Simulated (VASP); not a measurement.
Write the native input for VASP 6.6.1 that does the following.

```
Task                   : relaxation of the atoms
Functional             : PBE
Dispersion             : D3(BJ)
Potentials or basis    : VASP PAW PBE potentials, release 64 (S, Mo_sv)
Cutoff                 : 520 eV
k mesh                 : 8 × 8 × 1
Occupations            : fermi-dirac, width 0.05 eV
Spin                   : no spin polarisation
Further INCAR settings : ALGO = Normal; EDIFF = 1e-06; IBRION = 2; EDIFFG = -0.01; NSW = 60
```

The structure of MoS2 lies in POSCAR:

```
MoS2
1.0
    3.1600000000      0.0000000000      0.0000000000
   -1.5800000000      2.7366402760      0.0000000000
    0.0000000000      0.0000000000     33.4240000000
S Mo
6 3
Direct
    0.6666666667      0.3333333333      0.2692675921
    0.6666666667      0.3333333333      0.3629128770
    0.3333333333      0.6666666667      0.4531773576
    0.3333333333      0.6666666667      0.5468226424
    0.6666666667      0.3333333333      0.6370871230
    0.6666666667      0.3333333333      0.7307324079
    0.3333333333      0.6666666667      0.3160902346
    0.6666666667      0.3333333333      0.5000000000
    0.3333333333      0.6666666667      0.6839097654
```

The cell was built by a generator and needn't be a form met in nature.

These files were run (other wordings do the same):

INCAR

```
SYSTEM = MoS2
PREC = Accurate
ENCUT = 520
EDIFF = 1E-6
ISMEAR = -1
SIGMA = 0.05
LREAL = .FALSE.
LASPH = .TRUE.
NELM = 80
ALGO = Normal
ISIF = 2
LWAVE = .FALSE.
LCHARG = .FALSE.
GGA = PE
IVDW = 12
IBRION = 2
NSW = 60
EDIFFG = -0.01
```

KPOINTS

```
Automatic mesh
0
G
  8 8 1
  0 0 0
```

Potentials or basis: VASP PAW PBE potentials, release 64 (S, Mo_sv).

Run with:

```console
$ cat potpaw_PBE.64/S/POTCAR potpaw_PBE.64/Mo_sv/POTCAR > POTCAR
$ mpirun -np 1 vasp_std > vasp.out
```

It gave:

```
Energy gained by relaxing  : 0.5 meV/atom
Ionic steps                : 17
Band gap on the k mesh     : 1.10 eV, indirect (least direct gap 1.98 eV)
Dispersion energy per atom : -0.394 eV
```

Wall time 15 min on 1 thread of Intel(R) Xeon(R) Platinum 8488C (Sapphire Rapids), with other jobs on the host, peak memory 0.46 GiB.
